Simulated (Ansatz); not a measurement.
# CdO2 (P-3m1) in Ansatz: elastic constants with PBEsol

Aim: the elastic constants of CdO2 with PBEsol.

All numbers are computed with Ansatz 0.2.0; they aren't measurements. Logs are shortened: lines on timing, memory, paths and dates and some standing lists are left out, and cuts for length are marked.

**1. Starting point**

It takes space group P-3m1 (No. 164, trigonal). The conventional cell has a = 3.476 Å, b = 3.476 Å, c = 4.148 Å, α = 90.00°, β = 90.00°, γ = 120.00°. Cd (site symmetry -3m) is surrounded by 6 O at 2.25 Å. Around O (site symmetry 3m) lie 3 Cd at 2.25 Å.

The cell comes from a database or a generator and needn't be the stable form of this composition.

**2. Elastic constants, PBEsol**

Input file input.yaml:

```yaml
crystal:
  lattice:
    - [3.4762295762, 0.0, 0.0]
    - [-1.7381147881, 3.0105031223, 0.0]
    - [0.0, 0.0, 4.148076]
  atoms:
    - { symbol: Cd, position: [0.0, 0.0, 0.0] }
    - { symbol: O, position: [0.3333333333, 0.6666666667, 0.244219] }
    - { symbol: O, position: [0.6666666667, 0.3333333333, 0.755781] }
hamiltonian:
  xc: pbesol
  pseudopotentials: { kind: paw }
kpoints:
  mp_grid: { grid: [7, 7, 5] }
scf:
  occupations: { method: fermi_dirac, width: 0.05 }
output:
  forces: true
  stress: true
elastic:
  mode: clamped_ion
  stencil: two_point
```

Potentials or basis: Ansatz PAW.

The run is started by

```bash
$ ansatz run input.yaml --threads 2 --pin off --max-ram 5632MiB --backend cpu --events-out ev --progress --plain --runs-dir out
```

Output:

```text
Warning: RAYON_NUM_THREADS=2 ignored (pool sized by the plan → 2); use --threads N
Engine: ansatz 0.2.0, aarch64-unknown-linux-gnu
Pseudopotentials: kind: paw
Pseudopotential: Cd, paw, valence charge 20, recommended cutoff 420 eV (normal), Cd.paw.azcp
Pseudopotential: O, paw, valence charge 6, recommended cutoff 420 eV (normal), O.paw.azcp
Functional definition: PBEsol
  exchange = pbesol_x
  correlation = pbesol_c
Crystal: 3 atoms, lattice volume = 43.410 Å³
Basis set: ecut = 420 eV, 823 PW (Γ), exchange–correlation on 48×48×60 points (8 copies of the dense FFT grid, shifted against one another)
Bands: 20, of which v1, the nominal top of the filled ones, is band 16 counted from 1 (15 counted from 0)
Symmetry: 12 space group operations
Space group: P-3m1 (ITA 164), of the structure as read, at distance tolerance 3.5e-5 Å
k-points: 32 of 245
Non-local potential: Cd, projectors of the file, l = 0: 3, l = 1: 2, l = 2: 2, l = 3: 1
Non-local potential: O, projectors of the file, l = 0: 2, l = 1: 2, l = 2: 1
PAW form: soft (Blöchl's): semilocal exchange-correlation on the pseudo side does not see the compensation charge
PAW frozen core: Cd, regenerated for the run's functional, and the local potential with it (the file was generated under x = pbe(κ = 0.804, μ = 0.2195149727645171), c = pbe(β = 0.06672455060314922))
PAW frozen core: O, regenerated for the run's functional, and the local potential with it (the file was generated under x = pbe(κ = 0.804, μ = 0.2195149727645171), c = pbe(β = 0.06672455060314922))
PAW one-centre angular grid: Cd, 590 points (default); XC on 64 Gauss nodes
PAW one-centre angular grid: O, 110 points (default); XC on 64 Gauss nodes
Initial density: superposition of atomic densities (neutral atoms: chi_scale 0, normalization atom), corrected by the library's trained network
Initial wavefunctions: pseudopotential atomic-orbital guess
Functional: x = pbesol(κ = 0.804, μ = 0.12345679012345678), c = pbesol(β = 0.046)
SCF iter   1: F=—  HF=-9300.361065 eV  |F-HF|=—  |Δ(HF+E_count)|=         —  Δρ=1.31e-2  dr2=4.95e-2  ethr=1.77e-3  ⟨swp⟩=5.8  Hψ=2767  notcnv=0
preconditioner: auto → LDOS  [metal: Δε(μ)=0.015 eV  Ē_g=12.714 eV  σ=0.050 eV  W_gap=0.07  n_scr=20 (ndim 8)  ℏωp=27.6 eV  f_vac=0.105  D(μ)=5.24/eV (n_scr^D=72)  β→1.0]
SCF iter   2: F=—  HF=-9300.348194 eV  |F-HF|=—  |Δ(HF+E_count)|=   1.29e-2  Δρ=7.49e-3  dr2=1.07e-2  ethr=1.55e-4  ⟨swp⟩=2.0  Hψ=1399  notcnv=0
SCF iter   3: F=—  HF=-9300.346494 eV  |F-HF|=—  |Δ(HF+E_count)|=   1.70e-3  Δρ=2.24e-3  dr2=1.86e-3  ethr=3.34e-5  ⟨swp⟩=2.0  Hψ=1199  notcnv=0
SCF iter   4: F=—  HF=-9300.346287 eV  |F-HF|=—  |Δ(HF+E_count)|=   2.07e-4  Δρ=1.24e-3  dr2=6.26e-4  ethr=5.80e-6  ⟨swp⟩=1.4  Hψ=674  notcnv=0
SCF iter   5: F=—  HF=-9300.346196 eV  |F-HF|=—  |Δ(HF+E_count)|=   9.09e-5  Δρ=6.10e-4  dr2=1.63e-4  ethr=1.95e-6  ⟨swp⟩=1.5  Hψ=657  notcnv=0
SCF iter   6: F=—  HF=-9300.346157 eV  |F-HF|=—  |Δ(HF+E_count)|=   3.88e-5  Δρ=1.86e-4  dr2=1.90e-5  ethr=5.10e-7  ⟨swp⟩=2.2  Hψ=900  notcnv=0
SCF iter   7: F=—  HF=-9300.346151 eV  |F-HF|=—  |Δ(HF+E_count)|=   6.15e-6  Δρ=3.51e-5  dr2=4.74e-7  ethr=5.93e-8  ⟨swp⟩=2.5  Hψ=902  notcnv=0
SCF iter   8: F=—  HF=-9300.346141 eV  |F-HF|=—  |Δ(HF+E_count)|=   1.05e-5  Δρ=8.12e-6  dr2=1.66e-8  ethr=1.48e-9  ⟨swp⟩=2.2  Hψ=888  notcnv=0
SCF iter   9: F=—  HF=-9300.346141 eV  |F-HF|=—  |Δ(HF+E_count)|=   1.36e-9  Δρ=1.60e-6  dr2=5.23e-10  ethr=5.18e-11  ⟨swp⟩=2.2  Hψ=1040  notcnv=0
SCF iter  10: F=—  HF=-9300.346141 eV  |F-HF|=—  |Δ(HF+E_count)|=  3.95e-10  Δρ=2.88e-7  dr2=1.78e-11  ethr=1.63e-12  ⟨swp⟩=2.1  Hψ=877  notcnv=0
SCF iter  11: F=—  HF=-9300.346141 eV  |F-HF|=—  |Δ(HF+E_count)|=  2.00e-11  Δρ=2.73e-8  dr2=1.41e-13  ethr=5.55e-14 (applied; sched 1.00e-12)  ⟨swp⟩=2.1  Hψ=1035  notcnv=0
SCF iter  12: F=-9300.346141 eV  HF=-9300.346141 eV  |F-HF|=1.82e-12  |Δ(HF+E_count)|=  1.82e-12  Δρ=3.78e-9  dr2=2.58e-15  ethr=1.00e-12  ⟨swp⟩=4.0  Hψ=1939  notcnv=0
SCF 1 converged in 12 iterations: F = -9300.346141 eV  dr2 = 2.58e-15
Crystal: 3 atoms, lattice volume = 43.324 Å³
Symmetry: 4 space group operations
k-points: 72 of 245
Initial density: handed on by an earlier stage of this run
Initial wavefunctions: those handed on with the density
iter 1 solved again at ethr=9.27e-8 eV; its pass at ethr=3.10e-3 eV (dr2=2.97e-5 eV) is discarded
SCF iter   1: F=—  HF=-9300.352204 eV  |F-HF|=—  |Δ(HF+E_count)|=         —  Δρ=4.14e-4  dr2=2.11e-5  ethr=9.27e-8  ⟨swp⟩=2.0  Hψ=7586  notcnv=0
preconditioner: auto → LDOS  [metal: Δε(μ)=0.001 eV  Ē_g=12.791 eV  σ=0.050 eV  W_gap=0.01  n_scr=20 (ndim 8)  ℏωp=27.6 eV  f_vac=0.100  D(μ)=5.29/eV (n_scr^D=72)  β→1.0]
SCF iter   2: F=—  HF=-9300.352227 eV  |F-HF|=—  |Δ(HF+E_count)|=   2.26e-5  Δρ=2.54e-4  dr2=7.72e-6  ethr=6.58e-8  ⟨swp⟩=2.1  Hψ=2191  notcnv=0
SCF iter   3: F=—  HF=-9300.352226 eV  |F-HF|=—  |Δ(HF+E_count)|=   1.08e-6  Δρ=5.26e-5  dr2=1.07e-6  ethr=2.41e-8  ⟨swp⟩=1.0  Hψ=1452  notcnv=0
SCF iter   4: F=—  HF=-9300.352224 eV  |F-HF|=—  |Δ(HF+E_count)|=   1.16e-6  Δρ=2.95e-5  dr2=3.47e-7  ethr=3.34e-9  ⟨swp⟩=1.0  Hψ=1440  notcnv=0
[... 56 lines left out ...]
SCF iter   2: F=—  HF=-9300.346243 eV  |F-HF|=—  |Δ(HF+E_count)|=   2.11e-5  Δρ=2.76e-6  dr2=1.16e-9  ethr=3.70e-11  ⟨swp⟩=2.0  Hψ=2330  notcnv=0
SCF iter   3: F=—  HF=-9300.346243 eV  |F-HF|=—  |Δ(HF+E_count)|=  2.18e-10  Δρ=7.62e-7  dr2=1.41e-10  ethr=3.64e-12  ⟨swp⟩=2.0  Hψ=2322  notcnv=0
SCF iter   4: F=—  HF=-9300.346243 eV  |F-HF|=—  |Δ(HF+E_count)|=  1.82e-11  Δρ=3.60e-7  dr2=4.80e-11  ethr=4.42e-13 (applied; sched 1.00e-12)  ⟨swp⟩=1.0  Hψ=1440  notcnv=0
SCF iter   5: F=—  HF=-9300.346243 eV  |F-HF|=—  |Δ(HF+E_count)|=  1.82e-12  Δρ=2.08e-7  dr2=2.18e-11  ethr=1.50e-13 (applied; sched 1.00e-12)  ⟨swp⟩=1.0  Hψ=1440  notcnv=0
SCF iter   6: F=—  HF=-9300.346243 eV  |F-HF|=—  |Δ(HF+E_count)|=  5.46e-12  Δρ=7.63e-8  dr2=1.57e-12  ethr=6.82e-14 (applied; sched 1.00e-12)  ⟨swp⟩=2.2  Hψ=1885  notcnv=0
SCF iter   7: F=-9300.346243 eV  HF=-9300.346243 eV  |F-HF|=3.64e-12  |Δ(HF+E_count)|=    0.00e0  Δρ=1.52e-8  dr2=5.91e-14  ethr=1.00e-12  ⟨swp⟩=2.9  Hψ=5399  notcnv=0
SCF 7 converged in 7 iterations: F = -9300.346243 eV  dr2 = 5.91e-14
SCF converged after 12 iterations
Free energy (F): -9300.346141 eV
Harris-Foulkes:  -9300.346141 eV  (|F-HF|=1.82e-12)
Internal energy: -9300.303401 eV  (E = F + TS)
E sigma→0 (E₀):  -9300.324771 eV
Entropy (-TS):   -0.042740 eV (-14.247 meV/atom)
Fermi energy:    6.233815 eV
--- Per-component energies (eV) ---
  E_band       = -517.068788
  E_kinetic    = 840.546965
  E_local      = -4241.393470  (includes V_loc(G=0)·N_el)
  E_nonlocal   = 134.807585
  E_hartree    = 1878.454418
  E_xc         = -316.318987
  E_vxc        = -401.515548  (∫ρ·V_xc dr)
  E_paw        = -4315.149351  (= ΣΔE_a)
  E_vpaw       = -606.427735  (= ΣTr[D̂ρ^β])
  E_aug_tail   = 0.004580  (compensation charges beyond the density's cutoff)
  E_ewald      = -3281.667676
  E_core_change = 0.412536  (= ΣΔE_core)
  E_smearing   = -0.042740  (= −TS)
  E_closure    = -0.000000  (closes the sum)
  Σ components = -9300.346141   (vs F -9300.346141, Δ=0.00e0)
--- Forces (eV/Å), atoms counted from 1 ---
  atom   1  Cd     0.00000000    -0.00000000     0.00000000
  atom   2  O     -0.00000000    -0.00000000    -0.30813083
  atom   3  O      0.00000000     0.00000000     0.30813083
  max |Σ_I F_I| component: 3.79e-31 eV/Å
--- Stress (GPa, compression-positive) ---
      -11.240416       0.000000      -0.000000
        0.000000     -11.240416      -0.000000
       -0.000000      -0.000000      -9.098746
  P = ⅓ Tr σ = -10.5265 GPa (-105.265 kbar)
--- Band table (eV; the first three rows and the last of 32) ---
  k-point 0: bands = ["-94.1637", "-55.2557", "-55.2452", "-55.2452", "-10.8586", "-9.4248", "-0.9955", "-0.9955", "-0.6274", "-0.0139", "-0.0139", "4.0495", "5.2876", "5.2876", "6.1784", "6.1784", "6.2638", "9.4515", "14.6004", "19.7503"]
  k-point 1: bands = ["-94.1637", "-55.2558", "-55.2452", "-55.2452", "-10.7599", "-9.5462", "-0.9899", "-0.9899", "-0.5304", "-0.0211", "-0.0211", "4.0918", "5.1989", "5.1989", "5.7262", "6.2835", "6.2835", "10.1290", "14.2606", "19.7898"]
  k-point 2: bands = ["-94.1637", "-55.2559", "-55.2452", "-55.2452", "-10.5380", "-9.8042", "-0.9808", "-0.9808", "-0.3638", "-0.0323", "-0.0323", "4.2912", "4.8964", "5.0828", "5.0828", "6.4275", "6.4275", "11.3606", "13.3095", "19.8860"]
  k-point 31: bands = ["-94.1633", "-55.2551", "-55.2510", "-55.2492", "-10.0080", "-9.9632", "-0.4615", "-0.4247", "-0.0621", "0.0813", "0.1044", "2.8083", "3.5846", "3.8600", "4.4982", "6.3536", "6.5857", "13.9771", "15.4630", "17.1791"]
--- Elastic constants: 3 strain directions × 2 members + reference (group order 12) ---
  dense FFT box of the reference and of every strained cell: 24×24×30
  strains applied: 11, 33, 23; error gains: componentwise 1.00 (the most a stress slope's error grows in a printed constant), spectral 1.41 (1 for all six strains in a standard setting)
  C = ∂σ_k/∂η_j (tension-positive GPa; Voigt order 11 22 33 23 13 12):
       116.658     69.719     28.870     14.862     -0.000     -0.000
        69.719    116.658     28.870    -14.862      0.000      0.000
        31.059     31.059     47.105      0.000     -0.000     -0.000
        14.819    -14.819     -0.000     -7.711     -0.000      0.000
        -0.000      0.000      0.000     -0.000     -7.711     14.819
        -0.000     -0.000     -0.000      0.000     14.862     23.470
  reference stress σ⁰ (GPa):     11.240     11.240      9.099      0.000      0.000     -0.000
  C* (energy form; C + prestress term) asymmetry max|C*_kj − C*_jk| = 4.774e-2 GPa — a small one proves nothing (zero by symmetry where the batch's group is 432, −43m or m−3m); a large one is finite-difference/SCF noise where every solve meets its electron count
  moduli (Voigt/Reuss/Hill, GPa): K = 59.97/43.45/51.71   G = 11.66/-184.97/-86.66   E = -588.98   ν = 2.398
  mechanically stable: NO (min eigenvalue of sym C = -14.84 GPa)
  the cell is mechanically unstable, and its weakest contacts join parallel layers: if it is meant as a slab among its images, read the layer's verdict in place of the crystal's
  the layer in its plane, per area (N/m: the tensor there times 4.1481 Å, the cell's volume per area; the error gains are the tensor's), 1 along (1.000, 0.000, 0.000), 2 along (-0.000, 1.000, 0.000):
    C11 = 48.39   C22 = 48.39   C12 = 28.92   C66 = 9.74   C16 = -0.00   C26 = 0.00
  moduli of the layer (Voigt/Reuss/Hill, N/m): K = 38.66/38.66/38.66   G = 9.74/9.74/9.74   E = 31.11   ν = 0.598
  mechanically stable in its plane: yes (min eigenvalue of those constants = 9.74 N/m; a buckling out of the plane is not judged)
  strain η (Voigt 11):  stress-route row diagonal C_11 = 116.66 GPa, energy-path curvature d²(F+E_count+ΔE)/dδ²/Ω₀ = 117.55 GPa
         δ    σ_11 (GPa)             F (eV)   n_scf  n_hpsi   n_pw
    -2.000e-3      11.0054       -9300.3522243      10   29690    854
     2.000e-3      11.4721       -9300.3401335       7   23708    859
  strain η (Voigt 33):  stress-route row diagonal C_33 = 47.11 GPa, energy-path curvature d²(F+E_count+ΔE)/dδ²/Ω₀ = 47.01 GPa
         δ    σ_33 (GPa)             F (eV)   n_scf  n_hpsi   n_pw
    -2.000e-3       9.0050       -9300.3511136      10   13289    854
     2.000e-3       9.1935       -9300.3411994       7   10130    860
  strain η (Voigt 23):  stress-route row diagonal C_44 = -7.71 GPa, energy-path curvature d²(F+E_count+ΔE)/dδ²/Ω₀ = -12.90 GPa
         δ    σ_23 (GPa)             F (eV)   n_scf  n_hpsi   n_pw
    -2.000e-3       0.0152       -9300.3462411      10   28139    856
     2.000e-3      -0.0156       -9300.3462427       7   23386    856
```

Wall time 8.3 s (2 threads of Arm Neoverse V2, shared host); peak memory 0.36 GiB.

What came out:

```yaml
Free_energy: -9300.3461 eV
Pressure: -10.5 GPa
Largest_force: 0.308 eV/Å
Band_gap_on_the_k_mesh: none (metal or under the smearing width)
Voigt_bulk_modulus: 60 GPa
```

Forces in eV/Å, atoms in the order of the input:
```
Cd   0.000  0.000  0.000
O    0.000  0.000 -0.308
O    0.000  0.000  0.308
```

Elastic tensor in Voigt notation (GPa, ions clamped, in the Cartesian axes of the cell as first typed):
```
117  70  29  15   0   0
 70 117  29 -15   0   0
 31  31  47   0   0   0
 15 -15   0  -8   0   0
  0   0   0   0  -8  15
  0   0   0   0  15  23
```

Caveat: the cell is more than 3 GPa from zero pressure, which shifts response properties; the elastic tensor has a negative eigenvalue, so either the cell is unstable as it stands or the mesh is too thin; the pressure holds a Pulay correction of +0.6 GPa for the finite cutoff; the PAW data sets come from PBE, with cores solved anew for the run's functional, which leaves a small shift of forces and pressure.
